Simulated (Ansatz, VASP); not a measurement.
# Ni (Ni wire along [100], 16 atoms a period): VASP beside Ansatz

Wanted: the spread between two codes on one cell, functional and k mesh. The structure shown is the start of the Ansatz relaxation below; VASP solves that cell, so the two are compared at the walk's first step.

Calculated with Ansatz 0.2.0; plane waves, with VASP 6.6.1 beside it; single point at PBE.

## Step 1: Set-up

The cell holds 16 atoms: 16 Ni. Cell: a = 12.080 Å, b = 12.080 Å, c = 3.520 Å, α = 90.0°, β = 90.0°, γ = 90.0°. Vacuum lies along a and b. The structure's axis is c.

## Step 2: Ansatz: relaxation, PBE

Ansatz runs on its PAW soft_1 files.

The two programs are compared at the cell with which this relaxation starts, whose forces are those of its first step.

The input, input.yaml:

```yaml
crystal:
  lattice:
    - [12.08, 0.0, 0.0]
    - [0.0, 12.08, 0.0]
    - [0.0, 0.0, 3.52]
  atoms:
    - { symbol: Ni, position: [0.281456954, 0.281456954, 0.0], spin: 0.8 }
    - { symbol: Ni, position: [0.281456954, 0.572847682, 0.0], spin: 0.8 }
    - { symbol: Ni, position: [0.427152318, 0.427152318, 0.0], spin: 0.8 }
    - { symbol: Ni, position: [0.427152318, 0.718543046, 0.0], spin: 0.8 }
    - { symbol: Ni, position: [0.572847682, 0.281456954, 0.0], spin: 0.8 }
    - { symbol: Ni, position: [0.572847682, 0.572847682, 0.0], spin: 0.8 }
    - { symbol: Ni, position: [0.718543046, 0.427152318, 0.0], spin: 0.8 }
    - { symbol: Ni, position: [0.718543046, 0.718543046, 0.0], spin: 0.8 }
    - { symbol: Ni, position: [0.281456954, 0.427152318, 0.5], spin: 0.8 }
    - { symbol: Ni, position: [0.281456954, 0.718543046, 0.5], spin: 0.8 }
    - { symbol: Ni, position: [0.427152318, 0.281456954, 0.5], spin: 0.8 }
    - { symbol: Ni, position: [0.427152318, 0.572847682, 0.5], spin: 0.8 }
    - { symbol: Ni, position: [0.572847682, 0.427152318, 0.5], spin: 0.8 }
    - { symbol: Ni, position: [0.572847682, 0.718543046, 0.5], spin: 0.8 }
    - { symbol: Ni, position: [0.718543046, 0.281456954, 0.5], spin: 0.8 }
    - { symbol: Ni, position: [0.718543046, 0.572847682, 0.5], spin: 0.8 }
magnetization:
  spin_polarized: true
kpoints:
  mp_grid: { grid: [1, 1, 23] }
scf:
  occupations: { method: fermi_dirac, width: 0.05 }
hamiltonian:
  xc: pbe
  pseudopotentials: { kind: paw, azcp: { folder: soft_1 } }
relax:
  cell: { fix: [a, b, alpha, beta, gamma] }
  max_steps: 45
  f_tol: 0.03
```

Command:

```bash
> ansatz run input.yaml --threads 4 --pin off --max-ram 16384MiB --backend cpu --events-out ev --progress --plain --runs-dir out
```

Numbers of over 12 decimals in the logs are rounded to 6 here.

The program printed:

```text
Engine: ansatz 0.2.0, aarch64-unknown-linux-gnu
Pseudopotentials: kind: paw
Pseudopotential: Ni, paw, valence charge 18, recommended cutoff 420 eV (normal), soft_1/Ni.paw.azcp
Functional definition: PBE
  parameter kappa = 0.804
  parameter beta = 0.066725
  exchange = pbe_x(kappa = kappa, mu = beta*pi^2/3)
  correlation = pbe_c(beta = beta)
Crystal: 16 atoms, lattice volume = 513.661 Å³
Basis set: ecut = 420 eV, 9979 PW (Γ), exchange–correlation on 162×162×48 points (8 copies of the dense FFT grid, shifted against one another)
Bands: 181, of which v1, the nominal top of the filled ones, is band 144 counted from 1 (143 counted from 0)
Symmetry: 16 space group operations
Space group: P42/mcm (ITA 132), of the structure as read, at distance tolerance 8.0e-5 Å
Magnetic group: BNS 132.447 (UNI 1107), of the structure as read, at distance tolerance 8.0e-5 Å
k-points: 12 of 23
Non-local potential: Ni, projectors of the file, l = 0: 3, l = 1: 2, l = 2: 3, l = 3: 1
PAW form: soft (Blöchl's): semilocal exchange-correlation on the pseudo side does not see the compensation charge
PAW one-centre angular grid: Ni, 590 points (default); XC on 64 Gauss nodes
Initial density: superposition of atomic densities (neutral atoms: chi_scale 0, normalization atom)
Starting moments: Σ|m| = 12.8 μB on 16 of 16 sites
Initial wavefunctions: pseudopotential atomic-orbital guess
Functional: x = pbe(κ = 0.804, μ = 0.219515), c = pbe(β = 0.066725)
SCF iter   1: F=—  HF=-93406.645421 eV  |F-HF|=—  |Δ(HF+E_count)|=         —  Δρ=2.36e-2 (↑2.36e-2 ↓1.72e-2)  dr2=2.94e1  dr2_m=7.34e-1  M=12.929 μB ∫|m|=13.541 μB  β_m=0.30  ethr=3.10e-3  ⟨swp⟩=7.6  Hψ=18736  notcnv=0  defer=190
Mixer restart at iter 1: flushing history
preconditioner: auto → LDOS  [metal: Δε(μ)=0.007 eV  Ē_g=6.253 eV  σ=0.050 eV  W_gap=0.04  n_scr=142 (ndim 8)  ℏωp=20.7 eV  f_vac=0.519  D(μ)=46.70/eV (n_scr^D=572)]
spin=Collinear: LDOS preconditioning applied to the charge; magnetization (m = ρ↑ − ρ↓) channel mixes plain (no charge-response kernel on spin).
SCF iter   2: F=—  HF=-93409.564524 eV  |F-HF|=—  |Δ(HF+E_count)|=    2.92e0  Δρ=2.05e-2 (↑2.05e-2 ↓9.12e-3)  dr2=6.58e0  dr2_m=4.66e-1  M=13.007 μB ∫|m|=13.822 μB  β_m=0.38  ethr=3.10e-3  ⟨swp⟩=2.4  Hψ=7196  notcnv=0  defer=490
SCF iter   3: F=—  HF=-93417.272621 eV  |F-HF|=—  |Δ(HF+E_count)|=    7.71e0  Δρ=8.17e-3 (↑5.97e-3 ↓8.17e-3)  dr2=5.06e-1  dr2_m=1.66e-1  M=13.060 μB ∫|m|=14.114 μB  β_m=0.41  ethr=2.28e-3  ⟨swp⟩=2.9  Hψ=7230  notcnv=0  defer=485
SCF iter   4: F=—  HF=-93419.891509 eV  |F-HF|=—  |Δ(HF+E_count)|=    2.62e0  Δρ=5.66e-3 (↑5.66e-3 ↓3.01e-3)  dr2=2.95e-1  dr2_m=2.99e-2  M=12.762 μB ∫|m|=14.050 μB  β_m=0.63  ethr=1.76e-4  ⟨swp⟩=2.8  Hψ=6740  notcnv=0  defer=484
SCF iter   5: F=—  HF=-93421.405552 eV  |F-HF|=—  |Δ(HF+E_count)|=         —  Δρ=5.52e-3 (↑4.16e-3 ↓5.52e-3)  dr2=1.04e-1  dr2_m=8.94e-2  M=11.829 μB ∫|m|=13.413 μB  β_m=0.63  ethr=1.02e-4  ⟨swp⟩=3.6  Hψ=8881  notcnv=0  defer=484
SCF iter   6: F=—  HF=-93421.412408 eV  |F-HF|=—  |Δ(HF+E_count)|=   6.86e-3  Δρ=5.85e-3 (↑1.22e-3 ↓5.85e-3)  dr2=1.29e-1  dr2_m=3.99e-2  M=11.558 μB ∫|m|=13.163 μB  β_m=0.80  ethr=3.62e-5  ⟨swp⟩=2.0  Hψ=7175  notcnv=0  defer=509
SCF iter   7: F=—  HF=-93421.478962 eV  |F-HF|=—  |Δ(HF+E_count)|=   6.66e-2  Δρ=2.60e-3 (↑2.26e-3 ↓2.60e-3)  dr2=6.59e-2  dr2_m=2.93e-3  M=11.555 μB ∫|m|=13.176 μB  β_m=0.71  ethr=3.62e-5  ⟨swp⟩=2.4  Hψ=7708  notcnv=0  defer=509
SCF iter   8: F=—  HF=-93421.471768 eV  |F-HF|=—  |Δ(HF+E_count)|=   7.19e-3  Δρ=8.08e-4 (↑3.00e-4 ↓8.08e-4)  dr2=4.13e-3  dr2_m=8.66e-4  M=11.330 μB ∫|m|=12.990 μB  β_m=0.69  ethr=2.29e-5  ⟨swp⟩=2.0  Hψ=6680  notcnv=0  defer=509
SCF iter   9: F=—  HF=-93421.472234 eV  |F-HF|=—  |Δ(HF+E_count)|=   4.67e-4  Δρ=2.08e-4 (↑1.48e-4 ↓2.08e-4)  dr2=1.22e-4  dr2_m=1.33e-4  M=11.285 μB ∫|m|=12.956 μB  β_m=0.85  ethr=1.43e-6  ⟨swp⟩=2.1  Hψ=6361  notcnv=0  defer=509
[...]
preconditioner: auto → LDOS  [metal: Δε(μ)=0.008 eV  Ē_g=6.944 eV  σ=0.050 eV  W_gap=0.04  n_scr=36 (ndim 8)  ℏωp=24.9 eV  f_vac=0.436  D(μ)=27.62/eV (n_scr^D=338)]
spin=Collinear: LDOS preconditioning applied to the charge; magnetization (m = ρ↑ − ρ↓) channel mixes plain (no charge-response kernel on spin).
[...]
SCF iter   7: F=—  HF=-93424.829798 eV  |F-HF|=—  |Δ(HF+E_count)|=   3.22e-6  Δρ=1.69e-5 (↑9.55e-6 ↓1.69e-5)  dr2=7.52e-7  dr2_m=4.88e-7  M=10.972 μB ∫|m|=12.392 μB  β_m=0.68  ethr=3.17e-9  ⟨swp⟩=2.5  Hψ=6969  notcnv=0
SCF iter   8: F=—  HF=-93424.829799 eV  |F-HF|=—  |Δ(HF+E_count)|=   5.21e-7  Δρ=7.83e-6 (↑7.83e-6 ↓2.98e-6)  dr2=3.39e-7  dr2_m=4.40e-8  M=10.973 μB ∫|m|=12.392 μB  β_m=0.58  ethr=1.53e-10  ⟨swp⟩=2.6  Hψ=7649  notcnv=0
SCF iter   9: F=—  HF=-93424.829799 eV  |F-HF|=—  |Δ(HF+E_count)|=   6.30e-8  Δρ=2.68e-6 (↑2.68e-6 ↓2.38e-6)  dr2=1.83e-8  dr2_m=1.49e-8  M=10.973 μB ∫|m|=12.392 μB  β_m=0.79  ethr=6.89e-11  ⟨swp⟩=2.0  Hψ=6280  notcnv=0
SCF iter  10: F=—  HF=-93424.829799 eV  |F-HF|=—  |Δ(HF+E_count)|=   9.97e-9  Δρ=1.08e-6 (↑1.08e-6 ↓4.84e-7)  dr2=5.34e-9  dr2_m=8.09e-10  M=10.973 μB ∫|m|=12.392 μB  β_m=0.88  ethr=3.73e-12  ⟨swp⟩=3.1  Hψ=9413  notcnv=0
SCF iter  11: F=—  HF=-93424.829799 eV  |F-HF|=—  |Δ(HF+E_count)|=   6.66e-9  Δρ=5.93e-7 (↑5.93e-7 ↓2.87e-7)  dr2=2.60e-9  dr2_m=2.69e-10  M=10.973 μB ∫|m|=12.392 μB  β_m=0.72  ethr=1.09e-12  ⟨swp⟩=2.5  Hψ=7770  notcnv=0
SCF iter  12: F=—  HF=-93424.829799 eV  |F-HF|=—  |Δ(HF+E_count)|=  8.73e-11  Δρ=2.59e-7 (↑2.59e-7 ↓2.16e-7)  dr2=2.82e-10  dr2_m=1.35e-10  M=10.973 μB ∫|m|=12.392 μB  β_m=0.86  ethr=1.00e-12  ⟨swp⟩=2.0  Hψ=6091  notcnv=0
SCF iter  13: F=—  HF=-93424.829799 eV  |F-HF|=—  |Δ(HF+E_count)|=  2.91e-11  Δρ=2.01e-7 (↑2.01e-7 ↓1.16e-7)  dr2=2.41e-10  dr2_m=3.74e-11  M=10.973 μB ∫|m|=12.392 μB  β_m=0.79  ethr=1.00e-12  ⟨swp⟩=1.1  Hψ=4346  notcnv=0
SCF iter  14: F=—  HF=-93424.829799 eV  |F-HF|=—  |Δ(HF+E_count)|=  5.82e-11  Δρ=8.15e-8 (↑6.46e-8 ↓8.15e-8)  dr2=3.41e-11  dr2_m=4.56e-12  M=10.973 μB ∫|m|=12.392 μB  β_m=0.76  ethr=1.00e-12  ⟨swp⟩=1.0  Hψ=4344  notcnv=0
SCF iter  15: F=—  HF=-93424.829799 eV  |F-HF|=—  |Δ(HF+E_count)|=    0.00e0  Δρ=1.90e-7 (↑7.36e-8 ↓1.90e-7)  dr2=2.31e-10  dr2_m=1.44e-11  M=10.973 μB ∫|m|=12.392 μB  β_m=0.64  ethr=1.00e-12  ⟨swp⟩=1.0  Hψ=4344  notcnv=0
SCF iter  16: F=-93424.829799 eV  HF=-93424.829799 eV  |F-HF|=7.28e-11  |Δ(HF+E_count)|=  8.73e-11  Δρ=1.01e-7 (↑2.95e-8 ↓1.01e-7)  dr2=6.53e-11  dr2_m=4.81e-12  M=10.973 μB ∫|m|=12.392 μB  ethr=1.00e-12  ⟨swp⟩=2.9  Hψ=12901  notcnv=0
SCF 12 converged in 16 iterations: F = -93424.829799 eV  dr2 = 6.53e-11
relax step  12: F+E_penalty+E_count = -93424.82979851 eV  Δ(F+E_penalty+E_count) = +3.977e-2 eV  max|allowed force component| = 3.145e-3 eV/Å  Δτ_max = 0.0000 Å  P = +0.019 GPa  Ω = 356.845 Å³  fix = [a, b, alpha, beta, gamma]  reactions: a +0.031, b +0.031 GPa  stress off target by 4.52e-3 GPa on what of the cell is left free  SCF on the basis re-selected at this cell (its energy is not comparable with the rows above)  (16 SCF iters)
basis re-selected at this cell: Δ(F+E_penalty+E_count) = +3.977e-2 eV, ΔP = +0.006 GPa vs the last step (what re-selecting the basis moved, of the pressure what is left beyond the Pulay correction that the steps carried, after the strain that the cell walked since its last selection, with what the two solves' SCF thresholds leave and, on support functions, any second-order correction that the steps lacked; it is no measure of the basis error at this ecutwfc). The dense FFT grid was sized anew with the basis: this SCF ran on 81×81×18 points, the steps before it on 81×81×24, so part of this shift can come from that change (see relax.cell in the input reference). [rest of the remark cut]
SCF converged after 16 iterations
Magnetization: 10.9725 μB (149.4863 up, 138.5137 down)
Absolute magnetization: 12.4093 μB (∫|ρ↑−ρ↓|, with the PAW one-centre terms)
Spin contamination: 0.1679 ħ² per cell (⟨S²⟩ above its minimum at these occupations)
Per-site moments (μB) at R_I (Å): [(0.739221, 0.980029), (0.701791, 0.980029), (0.732363, 1.001940), (0.701791, 0.980029), (0.701791, 0.980029), (0.732363, 1.001940), (0.701791, 0.980029), (0.739221, 0.980029), (0.701791, 0.980029), (0.739221, 0.980029), (0.701791, 0.980029), (0.732363, 1.001940), (0.732363, 1.001940), (0.701791, 0.980029), (0.739221, 0.980029), (0.701791, 0.980029)]
Free energy (F): -93424.829799 eV
Harris-Foulkes:  -93424.829799 eV  (|F-HF|=7.28e-11)
Internal energy: -93424.604570 eV  (E = F + TS)
E sigma→0 (E₀):  -93424.717184 eV
Entropy (-TS):   -0.225229 eV (-14.077 meV/atom)
Fermi energy:    6.431982 eV
--- Per-component energies (eV) ---
  E_band       = -7856.198412
  E_kinetic    = 5422.101189
  E_local      = -165167.353827  (includes V_loc(G=0)·N_el)
  E_nonlocal   = -1854.203316
  E_hartree    = 82841.582519
  E_xc         = -1789.548633
  E_vxc        = -2307.258375  (∫ρ·V_xc dr)
  E_paw        = -26534.243446  (= ΣΔE_a)
  E_vpaw       = -9632.665881  (= ΣTr[D̂ρ^β])
  E_aug_tail   = 0.015657  (compensation charges beyond the density's cutoff)
  E_ewald      = 13657.045287
  E_smearing   = -0.225229  (= −TS)
  E_closure    = 0.000000  (closes the sum)
  Σ components = -93424.829799   (vs F -93424.829799, Δ=0.00e0)
--- Forces (eV/Å), atoms counted from 1 ---
  atom   1  Ni    -0.00314516    -0.00314516     0.00000000
  atom   2  Ni     0.00239113    -0.00165095     0.00000000
  atom   3  Ni    -0.00178244    -0.00178244     0.00000000
  atom   4  Ni     0.00165095    -0.00239113     0.00000000
  atom   5  Ni    -0.00165095     0.00239113     0.00000000
  atom   6  Ni     0.00178244     0.00178244     0.00000000
  atom   7  Ni    -0.00239113     0.00165095     0.00000000
  atom   8  Ni     0.00314516     0.00314516     0.00000000
  atom   9  Ni     0.00239113     0.00165095     0.00000000
  atom  10  Ni    -0.00314516     0.00314516     0.00000000
  atom  11  Ni     0.00165095     0.00239113     0.00000000
  atom  12  Ni    -0.00178244     0.00178244     0.00000000
  atom  13  Ni     0.00178244    -0.00178244     0.00000000
  atom  14  Ni    -0.00165095    -0.00239113     0.00000000
  atom  15  Ni     0.00314516    -0.00314516     0.00000000
  atom  16  Ni    -0.00239113    -0.00165095     0.00000000
  max |Σ_I F_I| component: 2.17e-18 eV/Å
--- Stress (GPa, compression-positive) ---
        0.031250       0.000000       0.000000
        0.000000       0.031250       0.000000
        0.000000       0.000000      -0.004516
  P = ⅓ Tr σ = 0.0193 GPa (0.193 kbar)
--- Relaxed structure (11 steps of the walk, 11 accepted, 1 SCFs on fresh bases) ---
  F+E_penalty+E_count = -93424.82979851 eV   max|allowed force component| = 3.145e-3 eV/Å   (the final SCF, on the basis selected at the relaxed cell)
  cell:  # Å, volume = 356.8449 Å³
    - [12.08, 0.0, 0.0]
    - [0.0, 12.08, 0.0]
    - [0.0, 0.0, 2.445376]
  atoms:
    - { symbol: Ni, position: [0.246202, 0.246202, 0.0] }
    - { symbol: Ni, position: [0.238874, 0.585327, 0.0] }
    - { symbol: Ni, position: [0.412601, 0.412601, 0.0] }
    - { symbol: Ni, position: [0.414673, 0.761126, 0.0] }
    - { symbol: Ni, position: [0.585327, 0.238874, 0.0] }
    - { symbol: Ni, position: [0.587399, 0.587399, 0.0] }
    - { symbol: Ni, position: [0.761126, 0.414673, 0.0] }
    - { symbol: Ni, position: [0.753798, 0.753798, 0.0] }
    - { symbol: Ni, position: [0.238874, 0.414673, 0.5] }
    - { symbol: Ni, position: [0.246202, 0.753798, 0.5] }
    - { symbol: Ni, position: [0.414673, 0.238874, 0.5] }
    - { symbol: Ni, position: [0.412601, 0.587399, 0.5] }
    - { symbol: Ni, position: [0.587399, 0.412601, 0.5] }
    - { symbol: Ni, position: [0.585327, 0.761126, 0.5] }
    - { symbol: Ni, position: [0.753798, 0.246202, 0.5] }
    - { symbol: Ni, position: [0.761126, 0.585327, 0.5] }
```

[end of part 1 of 2]

[Lines on the potential files, build, host, timing and source positions are cut from VASP's logs without a mark.]

[Logs are printed without paths, hosts, clocks, repeated set-up lines and the standing remarks that a program may print on its own settings, such as how far it seeks lower states.]

[Hosts, paths, dates, database ids (printed as entryN), source tags and the programs' standing remarks are cut or masked in the printed files.]
